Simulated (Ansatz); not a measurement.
Task: a scan of the Hubbard U of IrO2, space group P4_2/mnm, with the Python package of Ansatz (0.2.0). Give the script and its output. Settings (first run): PBE, PAW, cutoff 422 eV, 6×6×8 k-points, Fermi-Dirac smearing of 0.1 eV.

```xyz
6
Lattice="4.5051 0.0000 0.0000 0.0000 4.5051 0.0000 0.0000 0.0000 3.1586" Properties=species:S:1:pos:R:3 pbc="T T T"
Ir    0.0000    0.0000    0.0000
Ir    2.2525    2.2525    1.5793
O     1.3862    1.3862    0.0000
O     0.8663    3.6388    1.5793
O     3.1189    3.1189    0.0000
O     3.6388    0.8663    1.5793
```

`plus_u.py`
```python
# -*- coding: utf-8 -*-
"""DFT+U scan for IrO2."""

import ansatz as az
import numpy as np


def count_gap(report):
    # lowest empty less highest filled band, counting bands; zero where they overlap
    return max(report.get("gap_by_band_count_ev") or 0.0, 0.0)


def main():
    cell = (
        az.Lattice.from_parameters(4.5051, 4.5051, 3.1586, alpha=90.0, beta=90.0, gamma=90.0)
        .atom("Ir", (0.0, 0.0, 0.0))
        .atom("Ir", (0.5, 0.5, 0.5))
        .atom("O", (0.3077, 0.3077, 0.0))
        .atom("O", (0.1923, 0.8077, 0.5))
        .atom("O", (0.6923, 0.6923, 0.0))
        .atom("O", (0.8077, 0.1923, 0.5))
    )

    calc = (
        cell.calculation()
        .functional("PBE")
        .basis(31 * az.Ry)
        .kpoints(6, 6, 8)
        .occupations(az.OccupationsMethod.FERMI_DIRAC, width=0.1)
        .band_table()
    )
    rows = []
    for u in [2.0, 4.0, 6.0, 8.0]:
        summary = calc.hubbard("Ir", "d", u_eff=u).run(threads=1).report
        shell = summary["hubbard"]["n_scf"]
        rows.append((u, count_gap(summary), sum(shell) / len(shell), summary["n_iterations"]))
    lines = [",".join(["U_eff eV", "gap by band count eV", "Ir d occupation (projector)", "iterations"])] + [",".join(f"{v:.4f}" if isinstance(v, float) else str(v) for v in row) for row in rows]
    print("\n".join(lines))
    with open("plus_u.csv", "w") as handle:
        handle.write("\n".join(lines) + "\n")


if __name__ == "__main__":
    main()
```

```console
$ python plus_u.py
U_eff eV,gap by band count eV,Ir d occupation (projector),iterations
2.0000,0.0000,7.0874,9
4.0000,0.0000,7.1015,9
6.0000,0.0000,7.1116,9
8.0000,0.0000,7.1167,9
```

What to keep in mind:
- Spin is left out of this run.
- The mesh is modest for a metal, so energies can be off by several to tens of meV an atom and pressures by half a GPa or more; differences at equal mesh fare better.
- A gap by band count of zero or less means overlapping bands, a metal.
- A Hubbard U without spin forces both spins into the same orbitals, which can open a gap or pick a state that a spin-polarised run wouldn't.
- The structure is a deposited one; some such entries were measured under pressure or heat, so a shift against it needn't be the functional's error alone.
- Gaps and levels are Kohn-Sham values on a finite set of k-points, without spin-orbit coupling.
- Shell occupations and the effect of U depend on the projectors; a run with no .spin step is spin-unpolarised, and each U may end in a state that isn't the lowest.
- It ran for 28 s on 1 thread of Arm Neoverse V1, on a shared host, peak memory 0.46 GiB.
